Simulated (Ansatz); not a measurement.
Computed with Ansatz on PBE0-D4/def2-TZVP structures; ΔE is electronic, products minus reactants. CCSD(T)/CBS is the MP2 limit (def2-TZVPP, def2-QZVPP) plus CCSD(T) − MP2 in def2-TZVPP, frozen cores. This one scheme is used for every species. DFT in def2-TZVPP. B3LYP here is the variant with VWN-RPA as its local correlation; programs differ in this. One conformer a species, not always the lowest.

Reaction (ligand exchange at a B–S bond): `BSBC` + `CC(=O)O` → `CBOC(C)=O` + `BS`

Task: Is it downhill or uphill in electronic energy at CCSD(T)/CBS, and by how much? (Best estimate.)

Result: Ansatz gave: Downhill: ΔE = -42.7 kJ/mol.

Task: What do these levels give: LDA (SPW92), r2SCAN-D4, B3LYP-D4, CAM-B3LYP-D4, ωB97X-V, B2PLYP, BLYP, B3LYP, r2SCANh, CCSD/def2-SVP, CCSD(T)/def2-SVP, HF/def2-TZVPP? (Best estimate.)

Result: Ansatz gave: LDA (SPW92) -42.2, r2SCAN-D4 -41.4, B3LYP-D4 -47.0, CAM-B3LYP-D4 -51.7, ωB97X-V -44.1, B2PLYP -46.2, BLYP -48.5, B3LYP -48.5, r2SCANh -41.1, CCSD/def2-SVP -57.4, CCSD(T)/def2-SVP -57.3, HF/def2-TZVPP -52.9 kJ/mol.

Largest T1 diagnostic among the species: 0.015.

Leaving LDA and LC-ωPBE aside and taking each functional with its dispersion term where it has one, the values, not all of them listed here, spread over 17.2 kJ/mol, from CAM-B3LYP-D4 to revPBE-D4. LDA lies −5.0 kJ/mol from PBE without D4. At CCSD(T), def2-SVP lies −14.6 kJ/mol from the extrapolated value and def2-TZVPP −3.2 kJ/mol. In def2-TZVPP, CCSD(T) changes the Hartree–Fock value by +7.1 kJ/mol (the triples alone add +1.6 kJ/mol) and MP2 by +13.4 kJ/mol.
